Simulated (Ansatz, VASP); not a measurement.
**Si (Si(110)) in two plane-wave programs**

One calculation is typed for both programs; each brings its own data sets and cutoff. How far apart do they land? The structure shown is the end of the VASP relaxation below.

Method: plane waves, with VASP 6.6.1 beside it; single point at PBE, in Ansatz 0.2.0.

### Step 1. The starting structure

The cell holds 18 atoms: 18 Si. Its edges and angles: a = 3.712 Å, b = 5.250 Å, c = 31.876 Å, α = 90.0°, β = 90.0°, γ = 90.0°. It derives from Si. As first built, before any earlier steps moved the atoms (in the runner's words): 9 layers, strained by -4 % in the plane. Vacuum lies along c.

### Step 2. VASP: relaxation, PBE

This run makes the geometry at which the two programs are then compared.

Lines of VASP's logs that name or quote its potential files are left out, and so is its time.

INCAR reads:

```
SYSTEM = Si
PREC = Normal
ENCUT = 320
EDIFF = 1E-05
NELM = 120
ISMEAR = 0
SIGMA = 0.03
LREAL = Auto
ALGO = Fast
GGA = PE
NBANDS = 54
LORBIT = 11
LWAVE = .FALSE.
LCHARG = .FALSE.
KPAR = 4
IBRION = 2
NSW = 60
ISIF = 2
EDIFFG = -0.03
POTIM = 0.4
MAXMIX = 40
IDIPOL = 3
LDIPOL = .TRUE.
DIPOL = 0.5 0.5 0.5
```

POSCAR reads:

```
Si
1.0
    3.7122689574      0.0000000000      0.0000000000
    0.0000000000      5.2499411067      0.0000000000
    0.0000000000      0.0000000000     31.8756055528
Si
18
Direct
    0.7500000000      0.3750000000      0.7490243800
    0.2500000000      0.6250000000      0.7490243800
    0.2500000000      0.8750000000      0.6867682800
    0.7500000000      0.1250000000      0.6867682800
    0.7500000000      0.3750000000      0.6245121900
    0.2500000000      0.6250000000      0.6245121900
    0.2500000000      0.8750000000      0.5622560900
    0.7500000000      0.1250000000      0.5622560900
    0.7500000000      0.3750000000      0.5000000000
    0.2500000000      0.6250000000      0.5000000000
    0.2500000000      0.8750000000      0.4377439100
    0.7500000000      0.1250000000      0.4377439100
    0.7500000000      0.3750000000      0.3754878100
    0.2500000000      0.6250000000      0.3754878100
    0.2500000000      0.8750000000      0.3132317200
    0.7500000000      0.1250000000      0.3132317200
    0.7500000000      0.3750000000      0.2509756200
    0.2500000000      0.6250000000      0.2509756200
```

KPOINTS reads:

```
Automatic mesh
0
Gamma
7 5 1
0 0 0
```

PAW data sets: Si (PBE family, release 64).

On the command line:

```bash
> mpirun -np 4 vasp_std
```

Numbers of over 12 decimals in the logs are rounded to 6 here.

Log:

```text
[banner, memory and clock lines left out]
running    4 mpi-ranks, on    1 nodes
 distrk:  each k-point on    1 cores,    4 groups
 distr:  one band on    1 cores,    1 groups

 POSCAR found type information on POSCAR Si
 POSCAR found :  1 types and      18 ions
 LDA part: xc-table for (Slater+PW92), standard interpolation
 POSCAR, INCAR and KPOINTS ok, starting setup
 FFT: planning ... GRIDC
 FFT: planning ... GRID_SOFT
 FFT: planning ... GRID
 WAVECAR not read
 entering main loop
       N       E                     dE             d eps       ncg     rms          rms(c)
DAV:   1     0.215754595210E+03    0.21575E+03   -0.19613E+04  1296   0.706E+02
DAV:   2    -0.729775705415E+02   -0.28873E+03   -0.27594E+03  1678   0.155E+02
DAV:   3    -0.934740860967E+02   -0.20497E+02   -0.20087E+02  1602   0.398E+01
DAV:   4    -0.942738943357E+02   -0.79981E+00   -0.79570E+00  1952   0.893E+00
DAV:   5    -0.942978344929E+02   -0.23940E-01   -0.23921E-01  1800   0.147E+00    0.151E+01
RMM:   6    -0.926704120792E+02    0.16274E+01   -0.14261E+00  1297   0.255E+00    0.900E+00
RMM:   7    -0.923174794488E+02    0.35293E+00   -0.22680E+00  1306   0.355E+00    0.162E+00
RMM:   8    -0.920954156887E+02    0.22206E+00   -0.43741E-01  1363   0.176E+00    0.759E-01
RMM:   9    -0.920776266090E+02    0.17789E-01   -0.57950E-02  1315   0.838E-01    0.238E-01
RMM:  10    -0.920791152973E+02   -0.14887E-02   -0.24008E-02  1480   0.466E-01    0.202E-01
RMM:  11    -0.920800097690E+02   -0.89447E-03   -0.55124E-03  1500   0.224E-01    0.125E-01
RMM:  12    -0.920797172887E+02    0.29248E-03   -0.17038E-03  1314   0.124E-01    0.342E-02
RMM:  13    -0.920799036560E+02   -0.18637E-03   -0.38844E-04  1479   0.620E-02    0.401E-02
RMM:  14    -0.920802550236E+02   -0.35137E-03   -0.31423E-04  1226   0.384E-02    0.395E-02
RMM:  15    -0.920803336348E+02   -0.78611E-04   -0.72405E-05  1026   0.204E-02    0.266E-02
RMM:  16    -0.920804590417E+02   -0.12541E-03   -0.30528E-05   923   0.146E-02    0.789E-03
RMM:  17    -0.920804719201E+02   -0.12878E-04   -0.13707E-05   903   0.848E-03    0.491E-03
RMM:  18    -0.920805433954E+02   -0.71475E-04   -0.88730E-06   886   0.675E-03    0.608E-03
RMM:  19    -0.920805569205E+02   -0.13525E-04   -0.21079E-06   698   0.416E-03    0.652E-03
RMM:  20    -0.920805878787E+02   -0.30958E-04   -0.12859E-06   615   0.354E-03    0.151E-03
RMM:  21    -0.920805991265E+02   -0.11248E-04   -0.89398E-07   547   0.301E-03    0.359E-04
RMM:  22    -0.920806045680E+02   -0.54416E-05   -0.71627E-07   522   0.280E-03
   1 F= -.92080605E+02 E0= -.92077168E+02  d E =-.920806E+02
[... from here on, the cycles between the ionic steps are left out ...]
   2 F= -.92276524E+02 E0= -.92272550E+02  d E =-.195919E+00
   3 F= -.92278440E+02 E0= -.92274492E+02  d E =-.197836E+00
   4 F= -.92278422E+02 E0= -.92274466E+02  d E =-.197818E+00
   5 F= -.92282106E+02 E0= -.92278287E+02  d E =-.368323E-02
   6 F= -.92282324E+02 E0= -.92278577E+02  d E =-.390179E-02
   7 F= -.92282843E+02 E0= -.92279103E+02  d E =-.519222E-03
   8 F= -.92283440E+02 E0= -.92279719E+02  d E =-.111551E-02
 curvature:  -2.20 expect dE=-0.764E-03 dE for cont linesearch -0.529E-05
 trial: gam= 0.67889 g(F)=  0.347E-03 g(S)=  0.000E+00 ort =-0.391E-04 (trialstep = 0.166E+01)
 search vector abs. value=  0.586E-03
 bond charge predicted
       N       E                     dE             d eps       ncg     rms          rms(c)
DAV:   1    -0.922836762031E+02   -0.23646E-03   -0.13719E-02  1388   0.340E-01    0.493E-02
RMM:   2    -0.922837288648E+02   -0.52662E-04   -0.72849E-04  1315   0.952E-02    0.450E-02
RMM:   3    -0.922837446568E+02   -0.15792E-04   -0.16749E-04  1365   0.478E-02    0.294E-02
RMM:   4    -0.922837441982E+02    0.45865E-06   -0.86079E-05  1279   0.286E-02
   9 F= -.92283744E+02 E0= -.92280025E+02  d E =-.304591E-03
 trial-energy change:   -0.000305  1 .order   -0.000278   -0.000531   -0.000025
 step:   1.7404(harm=  1.7404)  dis= 0.00357  next Energy=   -92.283718 (dE=-0.278E-03)
 reached required accuracy - stopping structural energy minimisation
```

Parts of OUTCAR (step 2):

```text
ion  position               nearest neighbor table
   1  0.750  0.375  0.749-   2 2.27   2 2.27   4 2.38
   2  0.250  0.625  0.749-   1 2.27   1 2.27   3 2.38
   3  0.250  0.875  0.687-   4 2.27   4 2.27   6 2.38   2 2.38
   4  0.750  0.125  0.687-   3 2.27   3 2.27   5 2.38   1 2.38
   5  0.750  0.375  0.625-   6 2.27   6 2.27   4 2.38   8 2.38
   6  0.250  0.625  0.625-   5 2.27   5 2.27   3 2.38   7 2.38
   7  0.250  0.875  0.562-   8 2.27   8 2.27  10 2.38   6 2.38
   8  0.750  0.125  0.562-   7 2.27   7 2.27   9 2.38   5 2.38
   9  0.750  0.375  0.500-  10 2.27  10 2.27  12 2.38   8 2.38
  10  0.250  0.625  0.500-   9 2.27   9 2.27  11 2.38   7 2.38
  11  0.250  0.875  0.438-  12 2.27  12 2.27  10 2.38  14 2.38
  12  0.750  0.125  0.438-  11 2.27  11 2.27   9 2.38  13 2.38
  13  0.750  0.375  0.375-  14 2.27  14 2.27  16 2.38  12 2.38
  14  0.250  0.625  0.375-  13 2.27  13 2.27  15 2.38  11 2.38
  15  0.250  0.875  0.313-  16 2.27  16 2.27  14 2.38  18 2.38
  16  0.750  0.125  0.313-  15 2.27  15 2.27  13 2.38  17 2.38
  17  0.750  0.375  0.251-  18 2.27  18 2.27  16 2.38
  18  0.250  0.625  0.251-  17 2.27  17 2.27  15 2.38

  LATTYP: Found a simple orthorhombic cell.
 ALAT       =     3.7122689574
 B/A-ratio  =     1.4142135624
 C/A-ratio  =     8.5865560709

 Subroutine GETGRP returns: Found  8 space group operations
 (whereof  4 operations were pure point group operations)

The static configuration has the point symmetry C_2h.
 The point group associated with its full space group is D_2h.

 Found     12 irreducible k-points:

   k-points           NKPTS =     12   k-points in BZ     NKDIM =     12   number of bands    NBANDS=     54

   dimension x,y,z NGX =    16 NGY =   24 NGZ =  140
   dimension x,y,z NGXF=    32 NGYF=   48 NGZF=  280

   ENCUT  =  320.0 eV  23.52 Ry    4.85 a.u.   5.41  7.66 46.49*2*pi/ulx,y,z

   NELECT =      72.0000    total number of electrons

 k-points in reciprocal lattice and weights: Automatic mesh
   0.00000000  0.00000000  0.00000000       0.029
   0.14285714  0.00000000  0.00000000       0.057
   0.28571429  0.00000000  0.00000000       0.057
   0.42857143  0.00000000  0.00000000       0.057
   0.00000000  0.20000000  0.00000000       0.057
   0.14285714  0.20000000  0.00000000       0.114
   0.28571429  0.20000000  0.00000000       0.114
   0.42857143  0.20000000  0.00000000       0.114
   0.00000000  0.40000000  0.00000000       0.057
   0.14285714  0.40000000  0.00000000       0.114
   0.28571429  0.40000000  0.00000000       0.114
   0.42857143  0.40000000  0.00000000       0.114

 dipolmoment           0.000000      0.000000      0.000000 electrons x Angstroem

 average (electrostatic) potential at core
       1 -87.7264       2 -87.7264       3 -87.8251       4 -87.8251       5 -87.8436
       6 -87.8436       7 -87.8500       8 -87.8500       9 -87.8684      10 -87.8684
      11 -87.8500      12 -87.8500      13 -87.8436      14 -87.8436      15 -87.8251
      16 -87.8251      17 -87.7264      18 -87.7264

 E-fermi :   1.2198

 k-point     1 :       0.0000    0.0000    0.0000
  band No.  band energies     occupation
    ...
     29       0.1740      2.00000
     30       0.1914      2.00000
     31       0.6792      2.00000
     32       1.0875      2.00000
     33       1.1246      1.99999
     34       1.3867      0.00000
     35       1.4072      0.00000
     36       1.5029      0.00000
     37       1.7805      0.00000
     38       2.0757      0.00000
    ...

 k-point     2 :       0.1429    0.0000    0.0000
  band No.  band energies     occupation
    ...
     32       0.1542      2.00000
     33       0.2095      2.00000
     34       0.3879      2.00000
     35       1.0208      2.00000
     36       1.0502      2.00000
     37       1.8288      0.00000
     38       2.1327      0.00000
     39       2.1748      0.00000
     40       3.3457      0.00000
     41       3.4651      0.00000
    ...

 k-point     3 :       0.2857    0.0000    0.0000
  band No.  band energies     occupation
    ...
     32      -0.6800      2.00000
     33      -0.5748      2.00000
     34      -0.1161      2.00000
     35       0.6334      2.00000
     36       0.6744      2.00000
     37       1.7489      0.00000
     38       1.9194      0.00000
     39       2.4620      0.00000
     40       2.5221      0.00000
     41       2.6956      0.00000
    ...

  Total       17.7965208      7.7734604      0.4094089     -0.0000000      0.0000000      0.0000000
  in kB       45.8979595     20.0480744      1.0558824     -0.0000000      0.0000000      0.0000000
  external PRESSURE =      22.3339721 kB  Pullay stress =       0.0000000 kB

  energy-cutoff  :      320.00
  volume of cell :      621.23
      direct lattice vectors                 reciprocal lattice vectors
     3.712268957  0.000000000  0.000000000     0.269377034  0.000000000  0.000000000
     0.000000000  5.249941107  0.000000000     0.000000000  0.190478327  0.000000000
     0.000000000  0.000000000 31.875605553     0.000000000  0.000000000  0.031371953

 POSITION                                       TOTAL-FORCE (eV/Angst)
 -----------------------------------------------------------------------------------
      2.78420      1.94986     23.87724         0.000000     -0.002176      0.003382
      0.92807      3.30008     23.87724        -0.000000      0.002176      0.003382
      0.92807      4.55443     21.90620         0.000000     -0.008148      0.006269
      2.78420      0.69551     21.90620         0.000000      0.008148      0.006269
      2.78420      1.93421     19.90189        -0.000000      0.007377      0.006517
      0.92807      3.31573     19.90189         0.000000     -0.007377      0.006517
      0.92807      4.56416     17.91630         0.000000     -0.005286      0.015225
      2.78420      0.68578     17.91630         0.000000      0.005286      0.015225
      2.78420      1.94314     15.93780         0.000000     -0.010397     -0.000000
      0.92807      3.30680     15.93780         0.000000      0.010397     -0.000000
      0.92807      4.56416     13.95930        -0.000000     -0.005286     -0.015225
      2.78420      0.68578     13.95930        -0.000000      0.005286     -0.015225
      2.78420      1.93421     11.97371         0.000000      0.007377     -0.006517
      0.92807      3.31573     11.97371         0.000000     -0.007377     -0.006517
      0.92807      4.55443      9.96940        -0.000000     -0.008148     -0.006269
      2.78420      0.69551      9.96940        -0.000000      0.008148     -0.006269
      2.78420      1.94986      7.99836        -0.000000     -0.002176     -0.003382
      0.92807      3.30008      7.99836         0.000000      0.002176     -0.003382
 -----------------------------------------------------------------------------------
    total drift:                               -0.000000     -0.000000      0.000000

  FREE ENERGIE OF THE ION-ELECTRON SYSTEM (eV)
  ---------------------------------------------------
  free  energy   TOTEN  =       -92.2837441982 eV

  energy  without entropy=      -92.2763061471  energy(sigma->0) =      -92.28002517

 reached required accuracy - stopping structural energy minimisation

 vacuum level on the upper side and lower side of the slab         5.875         5.875

 total charge
# of ion       s       p       d       tot
------------------------------------------
    1        0.798   0.865   0.000   1.663
    2        0.798   0.865   0.000   1.663
    3        0.766   0.930   0.000   1.695
    4        0.766   0.930   0.000   1.695
    5        0.758   0.952   0.000   1.710
    6        0.758   0.952   0.000   1.710
    7        0.755   0.963   0.000   1.718
    8        0.755   0.963   0.000   1.718
    9        0.754   0.965   0.000   1.719
   10        0.754   0.965   0.000   1.719
   11        0.755   0.963   0.000   1.718
   12        0.755   0.963   0.000   1.718
   13        0.758   0.952   0.000   1.710
   14        0.758   0.952   0.000   1.710
   15        0.766   0.930   0.000   1.695
   16        0.766   0.930   0.000   1.695
   17        0.798   0.865   0.000   1.663
   18        0.798   0.865   0.000   1.663
--------------------------------------------------
tot         13.817  16.768   0.000  30.586

[... 3 further parts left out ...]
```

[end of part 1 of 2]

[Lines on the potential files, build, host, timing and source positions are cut from VASP's logs without a mark.]

[Logs are printed without paths, hosts, clocks, repeated set-up lines and the standing remarks that a program may print on its own settings, such as how far it seeks lower states.]

[Hosts, paths, dates, database ids (printed as entryN), source tags and the programs' standing remarks are cut or masked in the printed files.]
